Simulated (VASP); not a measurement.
# S (I4/mmm) in VASP: notebook

The runs below take S through single point, with PBE+D3(BJ).

All numbers are computed with VASP 6.6.1; they aren't measurements. Logs are shortened: lines on timing, memory, paths and dates and some standing lists are left out, and cuts for length are marked.

## (1) The cell of the first run

The structure is tetragonal, space group I4/mmm (No. 139). Conventional cell: a = 2.905 Å, b = 2.905 Å, c = 3.989 Å, α = 90.00°, β = 90.00°, γ = 90.00°. Around S (site symmetry 4/mmm) lie 12 S at 2.86 to 2.91 Å.

This isn't the form of S at room conditions, which is orthorhombic, of S8 rings.

## (2) Single point, PBE+D3(BJ) (strain +0.030 along x and y, +0.000 along z, atoms carried along)

INCAR reads:

```
SYSTEM = S
PREC = Accurate
ENCUT = 520
EDIFF = 1E-7
ISMEAR = 0
SIGMA = 0.15
LREAL = .False.
LASPH = .True.
NELM = 100
ALGO = Normal
ISIF = 2
LWAVE = .False.
LCHARG = .False.
GGA = PE
IVDW = 12
NBANDS = 9
```

KPOINTS reads:

```
Automatic mesh
0
Gamma
  20 20 20
  0 0 0
```

POSCAR reads:

```
S
1.0
    0.0000000000      2.0541808543      1.9943503440
    2.0541808543      0.0000000000      1.9943503440
    2.0541808543      2.0541808543      0.0000000000
S
1
Direct
    0.0000000000      0.0000000000      0.0000000000
```

Potentials or basis: VASP PAW PBE potentials, release 64 (S).

Launch:

```bash
cat potpaw_PBE.64/S/POTCAR > POTCAR
mpirun -np 1 vasp_std > vasp.out
```

OUTCAR:

```text
SYSTEM = S
   PREC = Accurate
   ENCUT = 520
   EDIFF = 1E-7
   ISMEAR = 0
   LREAL = .False.
   LASPH = .True.
   NELM = 100
   ISIF = 2
   GGA = PE
   IVDW = 12
 IVDW          = 12

 ion  position               nearest neighbor table
   1  0.000  0.000  0.000-

  LATTYP: Found a body centered tetragonal cell.
 ALAT       =     2.9050504237
 C/A-ratio  =     1.3730228761

  Lattice vectors:

 A1 = (   0.0000000000,  -2.0541808543,  -1.9943503440)
 A2 = (   0.0000000000,   2.0541808543,  -1.9943503440)
 A3 = (   2.0541808543,   0.0000000000,   1.9943503440)

Analysis of symmetry for initial positions (statically):
=====================================================================
 Subroutine PRICEL returns:
 Original cell was already a primitive cell.

 Routine SETGRP: Setting up the symmetry group for a
 body centered tetragonal supercell.

 Subroutine GETGRP returns: Found 16 space group operations
 (whereof 16 operations were pure point group operations)
 out of a pool of 16 trial point group operations.

The static configuration has the point symmetry D_4h.

Analysis of symmetry for dynamics (positions and initial velocities):
=====================================================================
 Subroutine PRICEL returns:
 Original cell was already a primitive cell.

 Routine SETGRP: Setting up the symmetry group for a
 body centered tetragonal supercell.

 Subroutine GETGRP returns: Found 16 space group operations
 (whereof 16 operations were pure point group operations)
 out of a pool of 16 trial point group operations.

The dynamic configuration has the point symmetry D_4h.

 Subroutine INISYM returns: Found 16 space group operations
 (whereof 16 operations are pure point group operations),
 and found     1 'primitive' translations

----------------------------------------------------------------------------------------

                                     Primitive cell

  volume of cell :      16.8310

  direct lattice vectors                    reciprocal lattice vectors
     0.000000000  2.054180854  1.994350344    -0.243406027  0.243406027  0.250708208
     2.054180854  0.000000000  1.994350344     0.243406027 -0.243406027  0.250708208
     2.054180854  2.054180854  0.000000000     0.243406027  0.243406027 -0.250708208

  length of vectors
     2.863056457  2.863056457  2.905050424     0.425849261  0.425849261  0.425849261

  position of ions in fractional coordinates (direct lattice)
     0.000000000  0.000000000  0.000000000

  ion indices of the primitive-cell ions
   primitive index   ion index
                 1           1

----------------------------------------------------------------------------------------

 KPOINTS: Automatic mesh

Automatic generation of k-mesh.
 Grid dimensions read from file:
 generate k-points for:   20   20   20

 Generating k-lattice:

  Cartesian coordinates                     Fractional coordinates (reciprocal lattice)
    -0.012170301  0.012170301  0.012535410     0.050000000 -0.000000000  0.000000000
     0.012170301 -0.012170301  0.012535410    -0.000000000  0.050000000  0.000000000
     0.012170301  0.012170301 -0.012535410     0.000000000  0.000000000  0.050000000

  Length of vectors
     0.021292463  0.021292463  0.021292463

  Shift w.r.t. Gamma in fractional coordinates (k-lattice)
     0.000000000  0.000000000  0.000000000

 Subroutine IBZKPT returns following result:
 ===========================================

 Found    641 irreducible k-points:

 Following reciprocal coordinates:
            Coordinates               Weight
  0.000000  0.000000  0.000000      1.000000
  0.050000  0.000000  0.000000      8.000000
  0.100000  0.000000  0.000000      8.000000
  0.150000  0.000000  0.000000      8.000000
  0.200000  0.000000  0.000000      8.000000
  0.250000  0.000000  0.000000      8.000000
[... 16 lines left out ...]
 -0.400000  0.050000  0.000000      8.000000
 -0.350000  0.050000  0.000000      8.000000
 [... further k-points ...]
   k-points           NKPTS =    641   k-points in BZ     NKDIM =    641   number of bands    NBANDS=      9
   number of dos      NEDOS =    301   number of ions     NIONS =      1
   total plane-waves  NPLWV =  13824
   dimension x,y,z NGX =    24 NGY =   24 NGZ =   24
   dimension x,y,z NGXF=    48 NGYF=   48 NGZF=   48
   ions per type =               1
   NGX,Y,Z   is equivalent  to a cutoff of  13.94, 13.94, 13.73 a.u.
   NGXF,Y,Z  is equivalent  to a cutoff of  27.87, 27.87, 27.47 a.u.
 SYSTEM =  S
   PREC   = accura    normal or accurate (medium, high low for compatibility)
   ISTART =      0    job   : 0-new  1-cont  2-samecut
   ICHARG =      2    charge: 1-file 2-atom 10-const
   ISPIN  =      1    spin polarized calculation?
   LNONCOLLINEAR =      F non collinear calculations
   LSORBIT =      F    spin-orbit coupling
   LASPH  =      T    aspherical Exc in radial PAW
   ENCUT  =  520.0 eV  38.22 Ry    6.18 a.u.   5.32  5.32  5.40*2*pi/ulx,y,z
   NELM   =    100;   NELMIN=  2; NELMDL= -5     # of ELM steps
   EDIFF  = 0.1E-06   stopping-criterion for ELM
   LREAL  =      F    real-space projection
   EDIFFG = 0.1E-05   stopping-criterion for IOM
   NSW    =      0    number of steps for IOM
   IBRION =     -1    ionic relax: 0-MD 1-quasi-New 2-CG
   NFREE  =      0    steps in history (QN), initial steepest desc. (CG)
   ISIF   =      2    stress and relaxation
   ISYM   =      2    0-nonsym 1-usesym 2-fastsym
   POTIM  = 0.5000    time-step for ionic-motion
   TEBEG  =    0.0;   TEEND  =   0.0 temperature during run
   PSTRESS=    0.0 pullay stress
   NELECT =       6.0000    total number of electrons
   NUPDOWN=      -1.0000    fix difference up-down
   EMIN   =  10.00;   EMAX   =-10.00  energy-range for DOS
   EFERMI =   0.00;   METHOD = LEGACY
   ISMEAR =     0;   SIGMA  =   0.15  broadening in eV -4-tet -1-fermi 0-gaus
   EFERMI_NEDOS =   21; number of points for ismear=-14 and -15
   IALGO  =     38    algorithm
   IMIX   =      4    mixing-type and parameters
     AMIX     =   0.40;   BMIX     =  1.00
     AMIX_MAG =   1.60;   BMIX_MAG =  1.00
  volume/ion in A,a.u.               =      16.83       113.58
  Fermi-wavevector in a.u.,A,eV,Ry     =   1.160795  2.193585 18.333113  1.347446
  Thomas-Fermi vector in A             =   2.297374
   LORBIT       =      0    0 simple, 1 ext, 2 COOP (PROOUT), +10 PAW based schemes
   GGA     = PE    functional components
   LHFCALC =     F    Hartree Fock is set to
   AEXX    =    0.0000 exact exchange contribution
   IVDW    =    12    specifies the selected vdW correction
   LEPSILON=     F    determine dielectric tensor
   LRPA    =     F    only Hartree local field effects (RPA)
 non-spin polarized calculation
 Gauss-broadening in eV      SIGMA  =   0.15
  energy-cutoff  :      520.00
  volume of cell :       16.83
 maximum number of plane-waves:       467
 NGX is ok and might be reduce to    24
   NGX = 11   NGY = 11   NGZ = 11

 number of electron       6.0000001 magnetization

 Free energy of the ion-electron system (eV)
  ---------------------------------------------------
  ext. energy  EPLUGINS =         0.00000000
  ---------------------------------------------------
  free energy    TOTEN  =        -2.82287597 eV

  energy without entropy =       -2.81244138  energy(sigma->0) =       -2.81765868

 E-fermi :   6.5858     XC(G=0): -10.8843

 val. band max:        6.5825522576   @ k =  -0.2000   0.3000   0.2500
 cond. band min:       6.5888053233   @ k =  -0.4000   0.3000   0.0000
 fundamental gap:      0.0062530657
 Fermi energy:         6.5857731329

 k-point     1 :       0.0000    0.0000    0.0000
  band No.  band energies     occupation
      1      -9.5378      2.00000
      2       9.4532      0.00000
      3       9.4532      0.00000
      4       9.4698      0.00000
      5      18.5559      0.00000
      6      18.5559      0.00000
      7      18.9319      0.00000
      8      20.0407      0.00000
      9      23.2831      0.00000

 k-point     2 :       0.0500    0.0000    0.0000
  band No.  band energies     occupation
      1      -9.4824      2.00000
      2       9.1461      0.00000
      3       9.4074      0.00000
      4       9.4304      0.00000
      5      18.4958      0.00000
      6      18.6532      0.00000
      7      18.9601      0.00000
      8      20.2399      0.00000
      9      23.1204      0.00000

 k-point     3 :       0.1000    0.0000    0.0000
  band No.  band energies     occupation
      1      -9.3170      2.00000
      2       8.3054      0.00000
      3       9.2799      0.00000
      4       9.3359      0.00000
      5      18.1753      0.00000
      6      18.9033      0.00000
      7      19.1681      0.00000
      8      20.8444      0.00000
      9      22.7532      0.00000

 k-point     4 :       0.1500    0.0000    0.0000
  band No.  band energies     occupation
      1      -9.0443      2.00000
      2       7.1325      0.00000
      3       9.0957      0.00000
      4       9.1988      0.00000
      5      17.7003      0.00000
      6      19.1630      0.00000
      7      19.4741      0.00000
      8      21.7252      0.00000
      9      22.4688      0.00000
[... 205 lines left out ...]
 k-point    22 :      -0.4500    0.0500    0.0000
  band No.  band energies     occupation
      1      -5.8768      2.00000
      2      -0.1021      2.00000
      3       8.0810      0.00000
      4       8.1362      0.00000
      5      16.0277      0.00000
      6      17.8114      0.00000
      7      18.0364      0.00000
      8      24.0297      0.00000
      9      27.0808      0.00000

 k-point    23 :      -0.4000    0.0500    0.0000
  band No.  band energies     occupation
      1      -6.2739      2.00000
      2       0.5279      2.00000
      3       8.1169      0.00000
      4       8.2036      0.00000
      5      16.1383      0.00000
      6      17.8978      0.00000
      7      18.1962      0.00000
      8      24.1367      0.00000
      9      26.3085      0.00000

 k-point    24 :      -0.3500    0.0500    0.0000
  band No.  band energies     occupation
      1      -6.8345      2.00000
      2       1.5103      2.00000
      3       8.1435      0.00000
      4       8.3678      0.00000
      5      16.3195      0.00000
      6      18.1070      0.00000
      7      18.4786      0.00000
      8      24.1268      0.00000
      9      25.0331      0.00000

 [... further k-points ...]

------------------------ aborting loop because EDIFF is reached ----------------------------------------

 Edisp (eV)   -0.36102

 E8    (eV) :    -0.1295

  FORCE on cell =-STRESS in cart. coord.  units (eV):
  Direction    XX          YY          ZZ          XY          YZ          ZX
  --------------------------------------------------------------------------------------
  -------------------------------------------------------------------------------------
  Total      -0.72147    -0.72147    -0.97486     0.00000     0.00000     0.00000
  in kB     -68.67831   -68.67831   -92.79934     0.00000     0.00000     0.00000
  external pressure =      -76.72 kB  Pullay stress =        0.00 kB

 VOLUME and BASIS-vectors are now :
 -----------------------------------------------------------------------------
  energy-cutoff  :      520.00
  volume of cell :       16.83
      direct lattice vectors                 reciprocal lattice vectors
     0.000000000  2.054180854  1.994350344    -0.243406027  0.243406027  0.250708208
     2.054180854  0.000000000  1.994350344     0.243406027 -0.243406027  0.250708208
     2.054180854  2.054180854  0.000000000     0.243406027  0.243406027 -0.250708208

 POSITION                                       TOTAL-FORCE (eV/Angst)
 -----------------------------------------------------------------------------------
      0.00000      0.00000      0.00000         0.000000     -0.000000      0.000000
 -----------------------------------------------------------------------------------
    total drift:                               -0.000000      0.000000      0.000000

  FREE ENERGIE OF THE ION-ELECTRON SYSTEM (eV)
  ---------------------------------------------------
  free  energy   TOTEN  =        -3.1838961068 eV

  energy  without entropy=       -3.1734615122  energy(sigma->0) =       -3.17867881
```

It took 49 s on 1 thread of AMD EPYC 9R45 (Zen 5), shared host; peak memory 0.18 GiB.

Results:

```
Free energy                : -3.1839 eV
Pressure                   : -7.7 GPa
Band gap on the k mesh     : none (metal or under the smearing width)
Dispersion energy per atom : -0.361 eV
```

Stress tensor (GPa, compression positive):
```
-6.87  0.00  0.00
 0.00 -6.87  0.00
 0.00  0.00 -9.28
```

Caveat: pairwise dispersion overbinds metals, which lowers pressure and volume.

## (3) Single point, PBE+D3(BJ) (strain -0.030 along x and y, +0.030 along z, atoms carried along)

INCAR reads:

```
PREC     = Accurate       # precision mode
ENCUT    = 520            # plane-wave cutoff, eV
EDIFF    = 1E-7           # SCF threshold, eV
ISMEAR   = 0              # smearing method
SIGMA    = 0.15           # smearing width, eV
LREAL    = F              # projectors in reciprocal space
LASPH    = T              # aspherical terms in the spheres
NELM     = 100            # most SCF steps
ALGO     = Normal         # electronic algorithm
ISIF     = 2              # what is computed and relaxed
LWAVE    = F              # write WAVECAR
LCHARG   = T              # write CHGCAR
GGA      = PE             # functional
IVDW     = 12             # dispersion correction
LELF     = T              # ELF
LVHAR    = T            
NBANDS   = 9              # bands
```

KPOINTS reads:

```
Automatic mesh
0
Gamma
  20 20 20
```

POSCAR reads:

```
S
1.0
    0.0000000000      1.9345198337      2.0541808543
    1.9345198337      0.0000000000      2.0541808543
    1.9345198337      1.9345198337      0.0000000000
S
1
Direct
    0.0000000000      0.0000000000      0.0000000000
```

Potentials or basis: VASP PAW PBE potentials, release 64 (S).

Launch:

```bash
cat potpaw_PBE.64/S/POTCAR > POTCAR
mpirun -np 1 vasp_std > vasp.out
```

It took 38 s on 1 thread of AMD EPYC 9R45 (Zen 5), shared host; peak memory 0.16 GiB.

It converged, with:

* Free energy: -3.2359 eV
* Pressure: -1.6 GPa
* Band gap on the k mesh: none (metal or under the smearing width)
* Dispersion energy per atom: -0.395 eV

Stress tensor (GPa, compression positive):
```
-3.37  0.00  0.00
 0.00 -3.37  0.00
 0.00  0.00  1.90
```

Levels at points of the mesh, in eV from the Fermi level:
| k point | band 1 | band 2 | band 3 | band 4 | band 5 | band 6 | band 7 |
| --- | --- | --- | --- | --- | --- | --- | --- |
| (0.00, 0.00, 0.00) | -17.04 | 3.25 | 3.35 | 3.35 | 11.57 | 12.43 | 12.43 |
| (0.50, 0.00, 0.00) | -12.75 | -7.70 | 1.51 | 2.41 | 9.21 | 11.05 | 11.94 |
| (0.50, 0.50, 0.00) | -11.58 | -6.97 | -0.33 | -0.33 | 5.93 | 6.08 | 22.31 |
| (0.50, 0.00, 0.50) | -10.73 | -6.50 | -1.43 | -0.82 | 5.00 | 5.62 | 21.88 |

Caveat: pairwise dispersion overbinds metals, which lowers pressure and volume.
